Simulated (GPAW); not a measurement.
# The P K excitation threshold of InP (F-43m) under uniform strain

For each volume the threshold was computed as E(hole) − E(ground) plus the lowest empty eigenvalue of the hole cell (GPAW, PBE, 8-atom cell, total energies on 3×3×3 k points, the eigenvalue on 4×4×4, hole spin-paired). The values are raw, 16 eV above the value with the free atom's term for the hole's spin taken off; only their change is used. The threshold is the spectrum's zero, where absorption may be weak, not the visible edge.

| volume | ln(V/V₀) | threshold (eV) |
| --- | --- | --- |
| V × 0.94 | -0.06188 | ? |
| V × 0.97 | -0.03046 | 2154.622 |
| V × 1 | +0.00000 | 2154.475 |
| V × 1.03 | +0.02956 | 2154.326 |
| V × 1.06 | +0.05827 | 2154.180 |

The database entry behind the starting cell differs from later determinations by our own check (0.1 to 0.3 % short, probably kX units), so it need not match the best structure at ambient conditions.

Question: Fit a straight line in ln(V/V₀), give its slope, and predict the threshold at V × 0.94.

The means of the given rows are x̄ = +0.01434 and Ē = 2154.401 eV. Σ(x − x̄)(E − Ē) = -0.02181 and Σ(x − x̄)² = 0.004374, so the slope is -4.99 eV, and the line passes the given rows within 0.003 eV. At x = -0.06188 it gives 2154.401 + (-4.99) × (-0.07622) = 2154.781 eV. The run gives 2154.766 eV, a miss of +0.015 eV over a total move of -0.586 eV. The slope is the clamped-ion volume deformation potential of the lowest empty level of the hole cell on this mesh (the hole may pull it below the band edge) against the P 1s level, with the hole's relaxation included: the threshold falls by 0.050 eV for 1 % of expansion. The charged cell's image error also scales with the cell's size and isn't taken out.

[Hosts, paths, dates, database ids (printed as entryN), source tags and the programs' standing remarks are cut or masked in the printed files.]

[Lists of maxima count a maximum above −3 eV only where it reaches 4 % of the highest in the window and stands out from its surroundings by 2 % of it (1.5 % where it reaches 55 %); shoulders and weaker maxima are passed over, and of the rest the first, up to two pre-edge ones and the few strongest are named.]
